In tantalum nitride, a Wannier function built from one atom's orbitals reaches about 1 Å from its centre, while neighbouring Ta and N nuclei lie some 2 Å apart. The centre should therefore point to one atom, and the size may say something about the orbital. How far do these two clues go? Five functions from one nonmagnetic calculation with spin-orbit coupling stand here without their numbers.

Wannier functions of TaN (P-6m2), computed with Ansatz 0.2.0 using plane-wave BLYP-D4, spin-orbit coupling, PseudoDojo standard potentials, a 1142.88 eV cutoff, a 10×10×9 k mesh and 0.1 eV Methfessel-Paxton smearing. Their spread is minimised from N p and Ta d projections on a 6×6×6 mesh, with an outer window of 11.3–32.8 eV and a frozen window of 12.8–21.1 eV. Candidates: 12, 8, 14, 6, 9.

| row | function a (fractional) | function b (fractional) | function c (fractional) | function spread (angstrom^2) |
| --- | --- | --- | --- | --- |
| A | 0.024 | 0.048 | 0.473 | 1.462 |
| B | -0.061 | -0.033 | 0.493 | 1.530 |
| C | -0.012 | -0.024 | 0.512 | 1.365 |
| D | 0.667 | 0.333 | 0.000 | 1.071 |
| E | 0.021 | 0.042 | 0.529 | 1.434 |

The columns function a, b and c give the centre as fractions of the three cell edges. The function spread is the mean square distance from that centre. Nitrogen sits at ⅔, ⅓, 0 and tantalum at 0, 0, ½. The functions are numbered in order of rising spread, and functions of equal spread take successive numbers.

**Which atom?** Two limiting cases frame the answer. A pure p or pure d orbital has the same density at opposite points, so its centre is the nucleus. An orbital shared equally between two atoms has its centre near the middle of the bond, here about 1 Å from either nucleus. All five functions are close to the first limit: D belongs to nitrogen, and A, B, C and E to tantalum.

The spread agrees, since D is the most compact of the five. Atomic theory offers a likely reason. Nitrogen 2p has no inner p shell to avoid and stays close to its nucleus, whereas tantalum 5d must be orthogonal to the filled 3d and 4d shells and reaches further out.

**Which orbital?** D lies on the nitrogen nucleus to within the printed digits. That suits pz, the p orbital along the threefold axis. The axis and the horizontal mirror plane meet at the nucleus, so a function that keeps both symmetries must be centred there. The two in-plane p orbitals are mixed by the threefold rotation, and one of them taken alone may shift sideways, because the site has no inversion centre. Certain complex mixtures of the two would stay centred as well, so pz is the likely reading of D, not a proven one.

The tantalum functions resist such a name. For E, the height above the horizontal mirror plane through Ta is (0.529 − 0.500) × 2.88 Å ≈ 0.08 Å, where 2.88 Å is the height of the cell. A function purely even or purely odd under this mirror would have a symmetric density and a centre in the plane. E must therefore mix even and odd character, and so must A, B and C, which also lie off the plane. Calling any of them simply dz² or dxz would be wrong.

**Which number?** Here the order of spreads decides: D, C, E, A, B must take the candidate numbers from lowest to highest. The closest call is between E and A, only 0.028 Å² apart. The parent atoms are sure and pz for D is likely, but the exact numbers rest on the sorting rule. Nothing in the values of D singles out number 6; only the list of candidates does.

The rows with their labels:

| row | function a (fractional) | function b (fractional) | function c (fractional) | function spread (angstrom^2) |
| --- | --- | --- | --- | --- |
| 1 | 0.656 | 0.333 | 0.000 | 0.962 |
| 2 | 0.656 | 0.333 | 0.000 | 0.962 |
| 3 | 0.677 | 0.333 | 0.000 | 0.962 |
| 4 | 0.677 | 0.333 | 0.000 | 0.962 |
| 5 | 0.667 | 0.333 | 0.000 | 1.071 |
| 6 | 0.667 | 0.333 | 0.000 | 1.071 |
| 7 | -0.012 | -0.024 | 0.512 | 1.365 |
| 8 | -0.012 | -0.024 | 0.512 | 1.365 |
| 9 | 0.021 | 0.042 | 0.529 | 1.434 |
| 10 | 0.021 | 0.042 | 0.529 | 1.434 |
| 11 | 0.024 | 0.048 | 0.473 | 1.462 |
| 12 | 0.024 | 0.048 | 0.473 | 1.462 |
| 13 | -0.061 | -0.033 | 0.493 | 1.530 |
| 14 | -0.061 | -0.033 | 0.493 | 1.530 |
| 15 | 0.028 | -0.033 | 0.493 | 1.530 |
| 16 | 0.028 | -0.033 | 0.493 | 1.530 |

The labels are D = 6, C = 8, E = 9, A = 12 and B = 14.

**Rows 1 to 6** are the nitrogen functions: three p orbitals, each with two spin partners. Time reversal turns one partner into the other without changing its density, so their centres and spreads agree. Rows 1 to 4 are shifted by 0.03 Å to either side of nitrogen, as in-plane p functions may be. Rows 5 and 6 stay on the nucleus, which supports their reading as pz.

**Rows 7 to 16** are the tantalum functions: five d-like functions, again doubled by spin. Their mean spread is about one and a half times that of the nitrogen set. The pure-orbital limit is good but not exact for them, as their centres lie up to 0.16 Å from the nucleus, or 7 % of the Ta–N distance. The printed analysis after this text lists these displacements, which come from geometry alone, with nothing fitted.

The displacements average to zero over the ten functions. The functions thus lean in different directions around one atom. Mixing the d orbitals of tantalum among themselves can't do this, since any such mixture still has the same density at opposite points. Some other character must be present, such as p character on tantalum or tails on the neighbouring atoms. The crystal need not be distorted for this, because the minimisation of the spread may mix orbitals without keeping the symmetry of the site.

For the same reason, the order of rows 7 to 16 is no ladder of crystal-field levels. The frozen energy window, inside which the bands are kept exactly, ends only 0.3 eV above the Fermi energy. Higher states enter through a selection that depends on the chosen windows, and the spreads also depend on the 6×6×6 mesh used for the Wannier functions. The program warned of an unconverged eigensolver as well, and the pseudopotentials were made for another functional than BLYP, so small differences in spread deserve little weight.

Tantalum nitrides serve as metallic barriers and gate contacts in electronic devices. Compact functions like these can carry a short-ranged model of conduction, once its bands have been checked against the full calculation near the Fermi energy.

The analysis program printed:

```
Displacement of each centre from its atom and root of the spread:
  row     x (A)       y (A)     z (A)  total (A)  root spread (A)
    1  -0.03085  -0.0008481         0    0.03086           0.9808
    2  -0.03085  -0.0008481         0    0.03086           0.9808
    3   0.03085  -0.0008481         0    0.03086           0.9808
    4   0.03085  -0.0008481         0    0.03086           0.9808
    5  0.001469  -0.0008481         0   0.001696            1.035
    6  0.001469  -0.0008481         0   0.001696            1.035
    7         0    -0.06107    0.0346    0.07018            1.168
    8         0    -0.06107    0.0346    0.07018            1.168
    9         0      0.1069   0.08361     0.1357            1.197
   10         0      0.1069   0.08361     0.1357            1.197
   11         0      0.1221  -0.07784     0.1448            1.209
   12         0      0.1221  -0.07784     0.1448            1.209
   13   -0.1307    -0.08396  -0.02018     0.1567            1.237
   14   -0.1307    -0.08396  -0.02018     0.1567            1.237
   15    0.1307    -0.08396  -0.02018     0.1567            1.237
   16    0.1307    -0.08396  -0.02018     0.1567            1.237
Ta-N distance from the cell edges (A): 2.226
Number of functions centred near N: 6
Number of functions centred near Ta: 10
Largest displacement from Ta (A): 0.1567
Largest displacement from Ta as share of the Ta-N distance (%): 7.039
Mean x displacement of the Ta functions (A): 0
Mean y displacement of the Ta functions (A): 2.776e-18
Mean z displacement of the Ta functions (A): 0
Mean spread of the N functions (A^2): 0.9983
Mean spread of the Ta functions (A^2): 1.464
Ratio of mean spreads, Ta to N: 1.467
Spread of function 6 less that of function 1 (A^2): 0.109
Spread step from function 6 to 8 (A^2): 0.294
Spread step from function 8 to 9 (A^2): 0.069
Spread step from function 9 to 12 (A^2): 0.028
Spread step from function 12 to 14 (A^2): 0.068
Frozen window end above the Fermi energy (eV): 0.3042
```
